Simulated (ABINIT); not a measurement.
# Rb (Im-3m) in ABINIT: equation of state

How stiff is Rb in PBE, and what volume does it want? The cell is scaled to several volumes.

Program: ABINIT 10.8.3 (patched build). These are calculated values, not measurements. Logs are shortened: lines on timing, memory, paths and dates and some standing lists are left out, and cuts for length are marked. The log counts tension as positive stress, the text compression.

## Step 1: The structure

The structure is cubic, space group Im-3m (No. 229). The conventional cell has a = 5.605 Å, b = 5.605 Å, c = 5.605 Å, α = 90.00°, β = 90.00°, γ = 90.00°.

## Step 2: Equation of state, PBE

Input file run.abi:

```
# Datasets: one volume each
ndtset 7
getwfk -1
scalecart1 3*0.9795861087
scalecart2 3*0.9864848297
scalecart3 3*0.9932883884
scalecart4 3*1.0000000000
scalecart5 3*1.0066227096
scalecart6 3*1.0131594038
scalecart7 3*1.0196128224

# Pseudopotentials
pp_dirpath "./"
pseudos "Rb.GGA_PBE-JTH.xml"

# Structure
acell 3*1.0
rprim
    -5.2959574643     5.2959574643     5.2959574643
     5.2959574643    -5.2959574643     5.2959574643
     5.2959574643     5.2959574643    -5.2959574643
ntypat 1
znucl 37
natom 1
typat 1
xred
     0.0000000000     0.0000000000     0.0000000000

# Plane-wave basis
ecut 16.0
pawecutdg 32.0

# k points
kptopt 1
ngkpt 7 7 7
nshiftk 1
shiftk 0.0 0.0 0.0

# Exchange and correlation
ixc 11

# Bands and occupations
nband 9
occopt 3
tsmear 0.00183747

# SCF cycle
nstep 100
tolvrs 1.0e-9

# Output
iomode 3
prtwf 1
prtden 0
prteig 0
prtebands 0
```

Potentials or basis: JTH PAW PBE v2.0.

Run with:

```bash
$ abinit run.abi > log 2>&1
```

run.abo:

```text
.Version 10.8.3 of ABINIT
 DATASET    1 : space group Im -3 m (#229); Bravais cI (body-center cubic)
================================================================================
 Values of the parameters that define the memory need for DATASET  1.
     intxc =       0    ionmov =       0      iscf =      17    lmnmax =      13
     lnmax =       5     mgfft =      36  mpssoang =       3    mqgrid =    3001
     natom =       1  nloc_mem =       2    nspden =       1   nspinor =       1
    nsppol =       1      nsym =      48    n1xccc =       1    ntypat =       1
    occopt =       3   xclevel =       2
       mpw =        1725          nfft =       46656          nkpt =          20
 PAW method is used; the additional fine FFT grid is defined by:
   mgfftf=        48    nfftf =    110592
================================================================================
================================================================================
[... 71 lines left out ...]
 DATASET    7 : space group Im -3 m (#229); Bravais cI (body-center cubic)
================================================================================
 Values of the parameters that define the memory need for DATASET  7.
     intxc =       0    ionmov =       0      iscf =      17    lmnmax =      13
     lnmax =       5     mgfft =      36  mpssoang =       3    mqgrid =    3001
     natom =       1  nloc_mem =       2    nspden =       1   nspinor =       1
    nsppol =       1      nsym =      48    n1xccc =       1    ntypat =       1
    occopt =       3   xclevel =       2
       mpw =        1941          nfft =       46656          nkpt =          20
 PAW method is used; the additional fine FFT grid is defined by:
   mgfftf=        48    nfftf =    110592
================================================================================
================================================================================

--------------------------------------------------------------------------------
------------- Echo of variables that govern the present computation ------------
--------------------------------------------------------------------------------
 -outvars: echo values of preprocessed input variables --------
            acell      1.0000000000E+00  1.0000000000E+00  1.0000000000E+00 Bohr
              amu      8.54678000E+01
             ecut      1.60000000E+01 Hartree
           getwfk          -1
              ixc          11
           jdtset        1    2    3    4    5    6    7
         kptrlatt        7    0    0      0    7    0      0    0    7
          kptrlen1     6.28992944E+01
          kptrlen2     6.33422618E+01
          kptrlen3     6.37791188E+01
          kptrlen4     6.42100718E+01
          kptrlen5     6.46353165E+01
          kptrlen6     6.50550381E+01
          kptrlen7     6.54694126E+01
[... 88 lines left out ...]
  is sufficient for exact treatment of convolution.
  Such a large boxcut is a waste : you could raise ecut
  e.g. ecut=   19.802467 Hartrees makes boxcut=2

 Fine grid specifications (used for densities):

 getcut: wavevector=  0.0000  0.0000  0.0000  ngfft=  48  48  48
         ecut(hartree)=     32.000   => boxcut(ratio)=   2.09775

--- Pseudopotential description ------------------------------------------------
- pspini: atom type   1  psp file is ./Rb.GGA_PBE-JTH.xml
 Pseudopotential format is: paw10
 basis_size (lnmax)=  5 (lmn_size= 13), orbitals=   0   0   1   1   2
 Spheres core radius: rc_sph= 2.31324876
 Shapefunction is BESSEL type: shapef(r,l)=aa(1,l)*jl(q(1,l)*r)+aa(2,l)*jl(q(2,l)*r)
 Radius for shape functions =  1.75956284
 Compensation charge density is not taken into account in XC energy/potential

   4.46967125E+02                                ecore*ucvol(ha*bohr**3)
--------------------------------------------------------------------------------

[... 166 lines left out ...]
 getcut: wavevector=  0.0000  0.0000  0.0000  ngfft=  36  36  36
         ecut(hartree)=     16.000   => boxcut(ratio)=   2.20944

 getcut : COMMENT -
  Note that boxcut > 2.2 ; recall that boxcut=Gcut(box)/Gcut(sphere) = 2
  is sufficient for exact treatment of convolution.
  Such a large boxcut is a waste : you could raise ecut
  e.g. ecut=   19.526469 Hartrees makes boxcut=2

 Fine grid specifications (used for densities):

 getcut: wavevector=  0.0000  0.0000  0.0000  ngfft=  48  48  48
         ecut(hartree)=     32.000   => boxcut(ratio)=   2.08308
--------------------------------------------------------------------------------
[... 1023 lines left out ...]
-Cartesian components of stress tensor (GPa)         [Pressure= -6.4751E-02 GPa]
- sigma(1 1)=  6.47510126E-02  sigma(3 2)=  0.00000000E+00
- sigma(2 2)=  6.47510126E-02  sigma(3 1)=  0.00000000E+00
- sigma(3 3)=  6.47510126E-02  sigma(2 1)=  0.00000000E+00

== END DATASET(S) ==============================================================
================================================================================

 -outvars: echo values of variables after computation  --------
            acell      1.0000000000E+00  1.0000000000E+00  1.0000000000E+00 Bohr
           etotal1    -2.4381870235E+01
           etotal2    -2.4381985741E+01
           etotal3    -2.4382067279E+01
           etotal4    -2.4382122779E+01
           etotal5    -2.4382151881E+01
           etotal6    -2.4382158638E+01
           etotal7    -2.4382144432E+01
            fcart1    -0.0000000000E+00 -0.0000000000E+00 -0.0000000000E+00
            fcart2    -0.0000000000E+00 -0.0000000000E+00 -0.0000000000E+00
            fcart3    -0.0000000000E+00 -0.0000000000E+00 -0.0000000000E+00
            fcart4    -0.0000000000E+00 -0.0000000000E+00 -0.0000000000E+00
            fcart5    -0.0000000000E+00 -0.0000000000E+00 -0.0000000000E+00
            fcart6    -0.0000000000E+00 -0.0000000000E+00 -0.0000000000E+00
            fcart7    -0.0000000000E+00 -0.0000000000E+00 -0.0000000000E+00
            rprim1    -5.1878463643E+00  5.1878463643E+00  5.1878463643E+00
                       5.1878463643E+00 -5.1878463643E+00  5.1878463643E+00
                       5.1878463643E+00  5.1878463643E+00 -5.1878463643E+00
[... 17 lines left out ...]
                       5.3998261375E+00  5.3998261375E+00 -5.3998261375E+00
           strten1    -1.0772141453E-05 -1.0772141453E-05 -1.0772141453E-05
                       0.0000000000E+00  0.0000000000E+00  0.0000000000E+00
           strten2    -8.0392425616E-06 -8.0392425616E-06 -8.0392425616E-06
                       0.0000000000E+00  0.0000000000E+00  0.0000000000E+00
           strten3    -5.5813576502E-06 -5.5813576502E-06 -5.5813576502E-06
                       0.0000000000E+00  0.0000000000E+00  0.0000000000E+00
           strten4    -3.3394273222E-06 -3.3394273222E-06 -3.3394273222E-06
                       0.0000000000E+00  0.0000000000E+00  0.0000000000E+00
           strten5    -1.3030797113E-06 -1.3030797113E-06 -1.3030797113E-06
                       0.0000000000E+00  0.0000000000E+00  0.0000000000E+00
           strten6     5.1684774186E-07  5.1684774186E-07  5.1684774186E-07
                       0.0000000000E+00  0.0000000000E+00  0.0000000000E+00
           strten7     2.2008421851E-06  2.2008421851E-06  2.2008421851E-06
                       0.0000000000E+00  0.0000000000E+00  0.0000000000E+00
 Calculation completed.
```

It took 68 s on 1 thread of Intel Xeon Platinum 8488C (Sapphire Rapids), shared host; peak memory 0.14 GiB.

What came out:

```
Equilibrium volume                      : 91.22 Å³/atom
Bulk modulus                            : 2.7 GPa
Pressure derivative of the bulk modulus : 4.6 (rough: it moves with the points fitted)
```

Energy against volume, from the lowest point:
| volume (Å³/atom) | energy (meV/atom) |
| --- | --- |
| 82.761 | 7.85 |
| 84.522 | 4.70 |
| 86.283 | 2.49 |
| 88.043 | 0.98 |
| 89.804 | 0.18 |
| 91.565 | 0.00 |
| 93.326 | 0.39 |

Caveat: pressures at fixed basis lie under the slope of the energies. Zero-point motion and thermal expansion aren't in these numbers.
